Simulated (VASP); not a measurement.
Crystal: ZnAu.

```
CELL_PARAMETERS angstrom
2.79881 0.00000 0.00000
0.00000 2.79881 0.00000
0.00000 0.00000 3.54857
ATOMIC_POSITIONS crystal
Zn 0.50000 0.50000 0.50000
Au 0.00000 0.00000 0.00000
```

The cell isn't the ideal one: Cu -> Zn on all its sites, in the parent's cell.

```yaml
Program: VASP 6.6.1
Task: relaxation of cell and atoms
Functional: PBE
Potentials_or_basis: VASP PAW PBE potentials, release 64 (Zn, Au)
Cutoff: 600 eV
k_mesh: 8 × 8 × 6
Occupations: gaussian, width 0.1 eV
Spin: no spin polarisation
```

At the start: pressure 27.7 GPa; volume 13.90 Å³/atom.

**Question.** Where does the relaxation end?

**Answer.** Over 3 steps the energy falls by 169.6 meV/atom and the volume is 16.29 Å³/atom (+17.2 %); space group P4/mmm (No. 123, to 0.05 Å).

The path:
```csv
step,energy change (eV),largest force (eV/Å),pressure (GPa),volume (Å³)
1,0.0000,0.0000,27.74,27.80
2,-0.0507,0.0000,-12.27,38.64
3,-0.3391,0.0000,-0.26,32.59
```

Final structure:
```
CELL_PARAMETERS angstrom
2.95255 0.00000 0.00000
0.00000 2.95255 0.00000
0.00000 0.00000 3.73827
ATOMIC_POSITIONS crystal
Zn 0.50000 0.50000 0.50000
Au 0.00000 0.00000 0.00000
```

Caveat: the volume moved by over 15 % at a fixed basis, so the end points are rough.
